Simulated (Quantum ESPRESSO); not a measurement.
# In (Im-3m) in Quantum ESPRESSO: a series of runs, part 2 of 2

Quantum ESPRESSO 7.5. The steps go on from the part before.

## (3) Single point, LDA, 25.08 Å³/atom

File pw.in:

```
&CONTROL
  calculation = 'scf'
  prefix = 'pwscf'
  outdir = './tmp'
  pseudo_dir = './pseudo'
  tstress = .true.
  disk_io = 'nowf'
/
&SYSTEM
  ibrav = 0
  nat = 1
  ntyp = 1
  ecutwfc = 56
  ecutrho = 448
  nbnd = 12
  occupations = 'smearing'
  smearing = 'fd'
  degauss = 0.00367493
/
&ELECTRONS
  conv_thr = 2d-10
  electron_maxstep = 120
  mixing_beta = 0.5
/
ATOMIC_SPECIES
In   114.8180 in_lda_v1.4.uspp.F.UPF
CELL_PARAMETERS angstrom
  -1.8440955744    1.8440955744    1.8440955744
   1.8440955744   -1.8440955744    1.8440955744
   1.8440955744    1.8440955744   -1.8440955744
ATOMIC_POSITIONS crystal
In     0.0000000000    0.0000000000    0.0000000000
K_POINTS automatic
10 10 10 0 0 0
```

Potentials or basis: GBRV 1.5 LDA.

On the command line:

```console
> OMP_NUM_THREADS=1 mpirun -n 2 pw.x -nk 2 -in pw.in > pw.out
```

pw.out:

```text
This program is part of the open-source Quantum ESPRESSO suite
     for quantum simulation of materials; please cite
[... 13 lines left out ...]
     --------------------
     sticks:   dense  smooth     PW     G-vecs:    dense   smooth      PW
     Sum        1227     619    221                27115     9597    2123

     Using Slab Decomposition

     bravais-lattice index     =            0
     lattice parameter (alat)  =       6.0359  a.u.
     unit-cell volume          =     169.2805 (a.u.)^3
     number of atoms/cell      =            1
     number of atomic types    =            1
     number of electrons       =        13.00
     number of Kohn-Sham states=           12
     kinetic-energy cutoff     =      56.0000  Ry
     charge density cutoff     =     448.0000  Ry
     scf convergence threshold =      2.0E-10
     mixing beta               =       0.5000
     number of iterations used =            8  plain     mixing
     Exchange-correlation=  SLA  PZ   NOGX NOGC
                           (   1   1   0   0   0   0   0)
[... 101 lines left out ...]
     ethr =  1.00E-02,  avg # of iterations =  5.8

     total energy              =    -131.60539160 Ry
     estimated scf accuracy    <       4.36105763 Ry
[... 50 lines left out ...]
     iteration #  9     ecut=    56.00 Ry     beta= 0.50
     Davidson diagonalization with overlap
     ethr =  3.50E-12,  avg # of iterations =  2.0

     End of self-consistent calculation

          k = 0.0000 0.0000 0.0000 (  1205 PWs)   bands (ev):

    -4.1292  -4.1292  -4.1292  -3.8142  -3.8142   0.6072  21.8506  21.8506
    21.8506  23.6388  23.6388  23.6388
[... 228 lines left out ...]
    -4.2591  -4.2591  -3.6652  -3.6652  -3.6652  11.6173  11.6933  11.6933
    11.6933  16.0353  16.0353  24.2014

     the Fermi energy is    10.4043 ev

!    total energy              =    -133.11438709 Ry
     estimated scf accuracy    <          9.3E-13 Ry
     smearing contrib. (-TS)   =      -0.00039848 Ry
     internal energy E=F+TS    =    -133.11398861 Ry

     The total energy is F=E-TS. E is the sum of the following terms:
     one-electron contribution =     -37.54499754 Ry
     hartree contribution      =      29.87079399 Ry
     xc contribution           =     -37.19595859 Ry
     ewald contribution        =     -88.24382647 Ry

     convergence has been achieved in   9 iterations

     Computing stress (Cartesian axis) and pressure

          total   stress  (Ry/bohr**3)                   (kbar)     P=       -7.10
  -0.00004828   0.00000000  -0.00000000           -7.10        0.00       -0.00
  -0.00000000  -0.00004828  -0.00000000           -0.00       -7.10       -0.00
  -0.00000000  -0.00000000  -0.00004828           -0.00       -0.00       -7.10

=------------------------------------------------------------------------------=
   JOB DONE.
=------------------------------------------------------------------------------=
```

Wall time 8.8 s (2 MPI ranks of AMD EPYC 7R43 (Zen 3), shared host); peak memory 0.2 GiB.

What came out:

```yaml
Free_energy: -1811.1135 eV
Pressure: -0.7 GPa
Band_gap_on_the_k_mesh: none (metal or under the smearing width)
```

## (4) Single point, LDA, 25.62 Å³/atom

Changes to pw.in since step 3:

```diff
@@ -27,5 +27,5 @@
 CELL_PARAMETERS angstrom
-  -1.8440955744    1.8440955744    1.8440955744
-   1.8440955744   -1.8440955744    1.8440955744
-   1.8440955744    1.8440955744   -1.8440955744
+  -1.8570825908    1.8570825908    1.8570825908
+   1.8570825908   -1.8570825908    1.8570825908
+   1.8570825908    1.8570825908   -1.8570825908
 ATOMIC_POSITIONS crystal
```

On the command line:

```console
> OMP_NUM_THREADS=1 mpirun -n 2 pw.x -nk 2 -in pw.in > pw.out
```

Run time: 8.8 s. Hardware: 2 MPI ranks of AMD EPYC 7R43 (Zen 3), shared host; peak memory 0.2 GiB.

It converged, with:

* Free energy: -1811.1104 eV
* Pressure: -1.6 GPa
* Band gap on the k mesh: none (metal or under the smearing width)

## (5) Single point, LDA, 26.15 Å³/atom

Changes to pw.in since step 4:

```diff
@@ -27,5 +27,5 @@
 CELL_PARAMETERS angstrom
-  -1.8570825908    1.8570825908    1.8570825908
-   1.8570825908   -1.8570825908    1.8570825908
-   1.8570825908    1.8570825908   -1.8570825908
+  -1.8698904617    1.8698904617    1.8698904617
+   1.8698904617   -1.8698904617    1.8698904617
+   1.8698904617    1.8698904617   -1.8698904617
 ATOMIC_POSITIONS crystal
```

On the command line:

```console
> OMP_NUM_THREADS=1 mpirun -n 2 pw.x -nk 2 -in pw.in > pw.out
```

Run time: 8.9 s. Hardware: 2 MPI ranks of AMD EPYC 7R43 (Zen 3), shared host; peak memory 0.2 GiB.

It converged, with:

- Free energy: -1811.1047 eV
- Pressure: -2.4 GPa
- Band gap on the k mesh: none (metal or under the smearing width)

## (6) Single point, LDA, 26.69 Å³/atom

Changes to pw.in since step 5:

```diff
@@ -27,5 +27,5 @@
 CELL_PARAMETERS angstrom
-  -1.8698904617    1.8698904617    1.8698904617
-   1.8698904617   -1.8698904617    1.8698904617
-   1.8698904617    1.8698904617   -1.8698904617
+  -1.8825252400    1.8825252400    1.8825252400
+   1.8825252400   -1.8825252400    1.8825252400
+   1.8825252400    1.8825252400   -1.8825252400
 ATOMIC_POSITIONS crystal
```

Potentials or basis: GBRV 1.5 LDA.

On the command line:

```console
> OMP_NUM_THREADS=1 mpirun -n 2 pw.x -nk 2 -in pw.in > pw.out
```

Run time: 8.9 s. Hardware: 2 MPI ranks of AMD EPYC 7R43 (Zen 3), shared host; peak memory 0.22 GiB.

Results (log left out):

```
Free energy            : -1811.0963 eV
Pressure               : -3.1 GPa
Band gap on the k mesh : none (metal or under the smearing width)
```

## (7) Single point, LDA, 27.22 Å³/atom

Changes to pw.in since step 6:

```diff
@@ -27,5 +27,5 @@
 CELL_PARAMETERS angstrom
-  -1.8825252400    1.8825252400    1.8825252400
-   1.8825252400   -1.8825252400    1.8825252400
-   1.8825252400    1.8825252400   -1.8825252400
+  -1.8949926579    1.8949926579    1.8949926579
+   1.8949926579   -1.8949926579    1.8949926579
+   1.8949926579    1.8949926579   -1.8949926579
 ATOMIC_POSITIONS crystal
```

On the command line:

```console
> OMP_NUM_THREADS=1 mpirun -n 2 pw.x -nk 2 -in pw.in > pw.out
```

Run time: 9.7 s. Hardware: 2 MPI ranks of AMD EPYC 7R43 (Zen 3), shared host; peak memory 0.22 GiB.

Results (log left out):

```yaml
Free_energy: -1811.0858 eV
Pressure: -3.7 GPa
Band_gap_on_the_k_mesh: none (metal or under the smearing width)
```

## (8) Single point, LDA, 27.75 Å³/atom

Changes to pw.in since step 7:

```diff
@@ -27,5 +27,5 @@
 CELL_PARAMETERS angstrom
-  -1.8949926579    1.8949926579    1.8949926579
-   1.8949926579   -1.8949926579    1.8949926579
-   1.8949926579    1.8949926579   -1.8949926579
+  -1.9072981498    1.9072981498    1.9072981498
+   1.9072981498   -1.9072981498    1.9072981498
+   1.9072981498    1.9072981498   -1.9072981498
 ATOMIC_POSITIONS crystal
```

On the command line:

```console
> OMP_NUM_THREADS=1 mpirun -n 2 pw.x -nk 2 -in pw.in > pw.out
```

It took 9.8 s on 2 MPI ranks of AMD EPYC 7R43 (Zen 3), shared host; peak memory 0.22 GiB.

The run converged. Its results:

```
Free energy            : -1811.0734 eV
Pressure               : -4.2 GPa
Band gap on the k mesh : none (metal or under the smearing width)
```

## (9) Single point, LDA, 28.29 Å³/atom

Changes to pw.in since step 8:

```diff
@@ -27,5 +27,5 @@
 CELL_PARAMETERS angstrom
-  -1.9072981498    1.9072981498    1.9072981498
-   1.9072981498   -1.9072981498    1.9072981498
-   1.9072981498    1.9072981498   -1.9072981498
+  -1.9194468732    1.9194468732    1.9194468732
+   1.9194468732   -1.9194468732    1.9194468732
+   1.9194468732    1.9194468732   -1.9194468732
 ATOMIC_POSITIONS crystal
```

Potentials or basis: GBRV 1.5 LDA.

On the command line:

```console
> OMP_NUM_THREADS=1 mpirun -n 2 pw.x -nk 2 -in pw.in > pw.out
```

Wall time 10 s (2 MPI ranks of AMD EPYC 7R43 (Zen 3), shared host); peak memory 0.22 GiB.

The run converged. Its results:

```
Free energy            : -1811.0593 eV
Pressure               : -4.7 GPa
Band gap on the k mesh : none (metal or under the smearing width)
```

## (10) Equation of state, LDA

Potentials or basis: GBRV 1.5 LDA.

This step only gathers the single runs of the series.

What came out:

```
Equilibrium volume : 24.84 Å³/atom (rough: see the caveat)
Bulk modulus       : 47 GPa (rough)
```

Energy against volume, from the lowest point:
```tsv
volume (Å³/atom)	energy (meV/atom)
25.085	0.00
25.618	3.06
26.152	8.85
26.686	17.18
27.220	27.66
27.753	40.08
28.287	54.18
```

Caveat: the minimum lies outside the volumes run.

## (11) For comparison

An earlier run on the cell as given: functional PBEsol; potentials or basis GBRV 1.5 PBEsol; cutoff 762 eV; density cutoff 6095 eV; k mesh 10 × 10 × 10; occupations fermi-dirac, width 0.05 eV; no spin polarisation.

* Pressure: -1.5 GPa
* Band gap on the k mesh: none (metal or under the smearing width)

## (12) The runs side by side

```tsv
task	level	potentials or basis	form of the LDA correlation	gap on the mesh (eV)	pressure (GPa)
band structure	PBEsol	GBRV 1.5 PBEsol	-	none	-1.5
equation of state	LDA	GBRV 1.5 LDA	PZ81	-	-
single point	PBEsol	GBRV 1.5 PBEsol	-	none	-1.5
```

Alike in all rows: no spin polarisation; cell as given; k mesh 10 × 10 × 10; cutoff (eV) 762; smearing fermi-dirac 0.05 eV.

Caveats: spin-orbit coupling is left out, which moves the levels of the heavy elements (some runs); the minimum lies outside the volumes run (some runs).

Absolute energies hang on the potentials; compare differences alone.
